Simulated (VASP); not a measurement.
# Mg (Im-3m) in VASP: notebook

One crystal, Mg, is run at these levels: r2SCAN; tasks: single point.

All numbers are computed with VASP 6.6.1; they aren't measurements. Logs are shortened: lines on timing, memory, paths and dates and some standing lists are left out, and cuts for length are marked.

**1. The crystal as given**

Symmetry: Im-3m, No. 229, cubic system. Conventional cell: a = 3.546 Å, b = 3.546 Å, c = 3.546 Å, α = 90.00°, β = 90.00°, γ = 90.00°. Mg (site symmetry m-3m) is surrounded by 8 Mg at 3.07 Å.

This isn't the form of Mg at room conditions, which is hcp.

**2. Single point, r2SCAN**

Input file POSCAR:

```
Mg
1.0
   -1.7727644967      1.7727644967      1.7727644967
    1.7727644967     -1.7727644967      1.7727644967
    1.7727644967      1.7727644967     -1.7727644967
Mg
1
Direct
    0.0000000000      0.0000000000      0.0000000000
```

Input file INCAR.step1:

```
ALGO = Normal
EDIFF = 1E-4
ENCUT = 520
GGA = PE
ISMEAR = -1
LASPH = True
LCHARG = False
LREAL = False
LWAVE = True
NBANDS = 7
NELM = 100
PREC = Accurate
SIGMA = 0.08
```

Input file INCAR.step2:

```
ALGO = Normal
EDIFF = 1E-7
ENCUT = 520
ISIF = 2
ISMEAR = -1
ISTART = 1
LASPH = True
LCHARG = False
LMIXTAU = True
LREAL = False
LWAVE = False
METAGGA = R2SCAN
NBANDS = 7
NELM = 100
PREC = Accurate
SIGMA = 0.08
```

Input file KPOINTS:

```
k-points
0
Gamma
  14 14 14
```

Potentials or basis: VASP PAW PBE potentials, release 64 (Mg).

Started as:

```sh
cat potpaw_PBE.64/Mg/POTCAR > POTCAR
cp INCAR.step1 INCAR
mpirun -np 1 vasp_std > vasp.out
cp INCAR.step2 INCAR
mpirun -np 1 vasp_std > vasp.out
```

OUTCAR:

```text
EDIFF = 1E-7
   ENCUT = 520
   ISIF = 2
   ISMEAR = -1
   ISTART = 1
   LASPH = True
   LREAL = False
   METAGGA = R2SCAN
   NELM = 100
   PREC = Accurate

 ion  position               nearest neighbor table
   1  0.000  0.000  0.000-

  LATTYP: Found a body centered cubic cell.
 ALAT       =     3.5455289934

  Lattice vectors:

 A1 = (  -1.7727644967,   1.7727644967,   1.7727644967)
 A2 = (   1.7727644967,  -1.7727644967,   1.7727644967)
 A3 = (   1.7727644967,   1.7727644967,  -1.7727644967)

Analysis of symmetry for initial positions (statically):
=====================================================================
 Subroutine PRICEL returns:
 Original cell was already a primitive cell.

 Routine SETGRP: Setting up the symmetry group for a
 body centered cubic supercell.

 Subroutine GETGRP returns: Found 48 space group operations
 (whereof 48 operations were pure point group operations)
 out of a pool of 48 trial point group operations.

The static configuration has the point symmetry O_h .

Analysis of symmetry for dynamics (positions and initial velocities):
=====================================================================
 Subroutine PRICEL returns:
 Original cell was already a primitive cell.

 Routine SETGRP: Setting up the symmetry group for a
 body centered cubic supercell.

 Subroutine GETGRP returns: Found 48 space group operations
 (whereof 48 operations were pure point group operations)
 out of a pool of 48 trial point group operations.

The dynamic configuration has the point symmetry O_h .

 Subroutine INISYM returns: Found 48 space group operations
 (whereof 48 operations are pure point group operations),
 and found     1 'primitive' translations

----------------------------------------------------------------------------------------

                                     Primitive cell

  volume of cell :      22.2850

  direct lattice vectors                    reciprocal lattice vectors
    -1.772764497  1.772764497  1.772764497     0.000000000  0.282045360  0.282045360
     1.772764497 -1.772764497  1.772764497     0.282045360  0.000000000  0.282045360
     1.772764497  1.772764497 -1.772764497     0.282045360  0.282045360  0.000000000

  length of vectors
     3.070518178  3.070518178  3.070518178     0.398872373  0.398872373  0.398872373

  position of ions in fractional coordinates (direct lattice)
[... 76 lines left out ...]
   NELM   =    100;   NELMIN=  2; NELMDL=  0     # of ELM steps
   EDIFF  = 0.1E-06   stopping-criterion for ELM
   LREAL  =      F    real-space projection
   EDIFFG = 0.1E-05   stopping-criterion for IOM
   NSW    =      0    number of steps for IOM
   IBRION =     -1    ionic relax: 0-MD 1-quasi-New 2-CG
   NFREE  =      0    steps in history (QN), initial steepest desc. (CG)
   ISIF   =      2    stress and relaxation
   ISYM   =      2    0-nonsym 1-usesym 2-fastsym
   POTIM  = 0.5000    time-step for ionic-motion
   TEBEG  =    0.0;   TEEND  =   0.0 temperature during run
   PSTRESS=    0.0 pullay stress
   NELECT =       2.0000    total number of electrons
   NUPDOWN=      -1.0000    fix difference up-down
   EMIN   =  10.00;   EMAX   =-10.00  energy-range for DOS
   EFERMI =   0.00;   METHOD = LEGACY
   ISMEAR =    -1;   SIGMA  =   0.08  broadening in eV -4-tet -1-fermi 0-gaus
   EFERMI_NEDOS =   21; number of points for ismear=-14 and -15
   IALGO  =     38    algorithm
   IMIX   =      4    mixing-type and parameters
     AMIX     =   0.40;   BMIX     =  1.00
     AMIX_MAG =   1.60;   BMIX_MAG =  1.00
  volume/ion in A,a.u.               =      22.29       150.39
  Fermi-wavevector in a.u.,A,eV,Ry     =   0.732960  1.385094  7.309469  0.537231
  Thomas-Fermi vector in A             =   1.825552
   LORBIT       =      0    0 simple, 1 ext, 2 COOP (PROOUT), +10 PAW based schemes
   METAGGA = R2SCAN    functional components
   LHFCALC =     F    Hartree Fock is set to
   AEXX    =    0.0000 exact exchange contribution
   IVDW    =     0    specifies the selected vdW correction
   LEPSILON=     F    determine dielectric tensor
   LRPA    =     F    only Hartree local field effects (RPA)
 non-spin polarized calculation
  energy-cutoff  :      520.00
  volume of cell :       22.29
 maximum number of plane-waves:       616
   NGX = 11   NGY = 11   NGZ = 11

 number of electron       2.0000000 magnetization

 Free energy of the ion-electron system (eV)
  ---------------------------------------------------
  ext. energy  EPLUGINS =         0.00000000
  ---------------------------------------------------
  free energy    TOTEN  =        -4.12535706 eV

  energy without entropy =       -4.11741052  energy(sigma->0) =       -4.12138379

 E-fermi :   2.8933     XC(G=0):  -9.1359

 val. band max:        2.8598400830   @ k =  -0.4286   0.5000   0.0714
 cond. band min:       2.8961724671   @ k =   0.3571   0.1429   0.1429
 fundamental gap:      0.0363323841
 Fermi energy:         2.8933244531

 k-point     1 :       0.0000    0.0000    0.0000
  band No.  band energies     occupation
      1      -4.7125      2.00000
      2      16.9328      0.00000
      3      16.9328      0.00000
      4      16.9328      0.00000
      5      19.1213      0.00000
      6      19.1213      0.00000
      7      19.6379      0.00000
[... 221 lines left out ...]
 k-point    24 :       0.3571    0.2857    0.0000
  band No.  band energies     occupation
      1       2.5334      1.97800
      2       3.2033      0.04068
      3       5.1306      0.00000
      4      11.7994      0.00000
      5      18.1734      0.00000
      6      19.4932      0.00000
      7      20.6862      0.00000

 [... further k-points ...]

------------------------ aborting loop because EDIFF is reached ----------------------------------------

  FORCE on cell =-STRESS in cart. coord.  units (eV):
  Direction    XX          YY          ZZ          XY          YZ          ZX
  --------------------------------------------------------------------------------------
  -------------------------------------------------------------------------------------
  Total        0.0263401      0.0263401      0.0263401      0.0000000      0.0000000      0.0000000
  in kB        1.8937160      1.8937160      1.8937160      0.0000000      0.0000000      0.0000000
  external PRESSURE =       1.8937160 kB  Pullay stress =       0.0000000 kB

 VOLUME and BASIS-vectors are now :
 -----------------------------------------------------------------------------
  energy-cutoff  :      520.00
  volume of cell :       22.29
      direct lattice vectors                 reciprocal lattice vectors
    -1.772764497  1.772764497  1.772764497     0.000000000  0.282045360  0.282045360
     1.772764497 -1.772764497  1.772764497     0.282045360  0.000000000  0.282045360
     1.772764497  1.772764497 -1.772764497     0.282045360  0.282045360  0.000000000

 POSITION                                       TOTAL-FORCE (eV/Angst)
 -----------------------------------------------------------------------------------
      0.00000      0.00000      0.00000         0.000000     -0.000000      0.000000
 -----------------------------------------------------------------------------------
    total drift:                                0.000000     -0.000000      0.000000

  FREE ENERGIE OF THE ION-ELECTRON SYSTEM (eV)
  ---------------------------------------------------
  free  energy   TOTEN  =        -4.1253570616 eV

  energy  without entropy=       -4.1174105229  energy(sigma->0) =       -4.12138379
```

OSZICAR.step1:

```text
N       E                     dE             d eps       ncg     rms          rms(c)
DAV:   1    -0.888382295269E+00   -0.88838E+00   -0.75938E+02  1603   0.193E+02
DAV:   2    -0.148756999900E+01   -0.59919E+00   -0.58414E+00  1925   0.112E+01
DAV:   3    -0.148985381860E+01   -0.22838E-02   -0.22831E-02  1869   0.734E-01
DAV:   4    -0.148985913791E+01   -0.53193E-05   -0.53192E-05  2135   0.236E-02
DAV:   5    -0.148985914788E+01   -0.99671E-08   -0.10048E-07  1806   0.648E-04    0.676E-01
DAV:   6    -0.148576810034E+01    0.40910E-02   -0.26315E-04  1743   0.120E-01    0.432E-01
DAV:   7    -0.148133172200E+01    0.44364E-02   -0.12251E-03  1498   0.211E-01    0.243E-02
DAV:   8    -0.148133892752E+01   -0.72055E-05   -0.76535E-06  1456   0.172E-02
   1 F= -.14813389E+01 E0= -.14773044E+01  d E =-.806904E-02
```

Wall time 25 s (1 thread of Intel Xeon Platinum 8488C (Sapphire Rapids), shared host); peak memory 0.15 GiB.

Results:

```
Free energy            : -4.1254 eV
Pressure               : 0.2 GPa
Band gap on the k mesh : none (metal or under the smearing width)
```

Caveat: the PAW data sets were made with another functional, which shifts forces and pressure a little.

**3. Single point, r2SCAN (volume scaled by 0.975)**

Input file POSCAR:

```
Mg
1.0
   -1.7578666117      1.7578666117      1.7578666117
    1.7578666117     -1.7578666117      1.7578666117
    1.7578666117      1.7578666117     -1.7578666117
Mg
1
Direct
    0.0000000000      0.0000000000      0.0000000000
```

Input file INCAR.step1:

```
SYSTEM = Mg
PREC = Accurate
ENCUT = 520
ISMEAR = -1
SIGMA = 0.08
LREAL = .False.
LASPH = .True.
NELM = 100
NBANDS = 7
GGA = PE
ALGO = Normal
EDIFF = 1E-4
LWAVE = .True.
LCHARG = .False.
```

Input file INCAR.step2:

```
SYSTEM = Mg
PREC = Accurate
ENCUT = 520
EDIFF = 1E-6
ISMEAR = -1
SIGMA = 0.08
LREAL = .False.
LASPH = .True.
NELM = 100
ALGO = Normal
ISIF = 2
LWAVE = .False.
LCHARG = .True.
METAGGA = R2SCAN
LMIXTAU = .True.
LELF = .True.
LVHAR = .True.
NBANDS = 7
ISTART = 1
```

Input file KPOINTS:

```
regular mesh
0
Gamma
  14 14 14
  0 0 0
```

Potentials or basis: VASP PAW PBE potentials, release 64 (Mg).

Started as:

```sh
cat potpaw_PBE.64/Mg/POTCAR > POTCAR
cp INCAR.step1 INCAR
mpirun -np 1 vasp_std > vasp.out
cp INCAR.step2 INCAR
mpirun -np 1 vasp_std > vasp.out
```

It took 24 s on 1 thread of Intel Xeon Platinum 8488C (Sapphire Rapids), shared host; peak memory 0.15 GiB.

Results (log left out):

* Free energy: -4.1229 eV
* Pressure: 1.3 GPa
* Band gap on the k mesh: none (metal or under the smearing width)

Levels at points of the mesh, in eV from the Fermi level:
| k point | band 1 | band 2 | band 3 | band 4 | band 5 | band 6 |
| --- | --- | --- | --- | --- | --- | --- |
| (0.00, 0.00, 0.00) | -7.72 | 14.21 | 14.21 | 14.22 | 16.43 | 16.43 |
| (0.50, 0.00, 0.00) | -1.84 | -0.93 | 9.29 | 10.46 | 11.21 | 12.88 |
| (0.50, 0.50, 0.50) | 4.09 | 4.09 | 4.23 | 4.23 | 4.23 | 9.12 |

Caveat: the PAW data sets were made with another functional, which shifts forces and pressure a little.
